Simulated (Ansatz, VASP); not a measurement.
One calculation of B, two programs

```
B
1.0
     1.85185    0.00000    0.00000
    -0.92593    1.60375    0.00000
     0.00000    0.00000    5.57954
B
2
Direct
  0.00000 0.00000 0.33884
  0.00000 0.00000 0.66116
```

Alike in both runs: functional PBE; k mesh 36 × 36 × 10; occupations gaussian, width 0.1 eV; no spin polarisation.

Ansatz relaxed the structure, and its values are those at the end. VASP's run is a single point on that final structure, the one shown.

|  | VASP | Ansatz |
| --- | --- | --- |
| version | VASP 6.6.1 | Ansatz 0.2.0 |
| potentials or method | VASP PAW PBE potentials, release 64 (B) | scalar-relativistic, plane waves, PAW |
| plane-wave cutoff (eV) | 520 | 420 |
| valence electrons in the cell | 6 | 6 |

|  | VASP | Ansatz | Ansatz less VASP |
| --- | --- | --- | --- |
| gap on the k mesh at the Fermi level (eV) | none | none | - |
| pressure (GPa) | 0.0 | 0.0 | 0.00 |
| rms of the force components (eV/Å) | 0.007 | 0.000 | -0.0069 |

A gap of «none» marks a metal or a gap that the smearing closes.

Caveats: this functional lacks dispersion, which binds the layers, so the pressure and a relaxed spacing across them are unreliable.
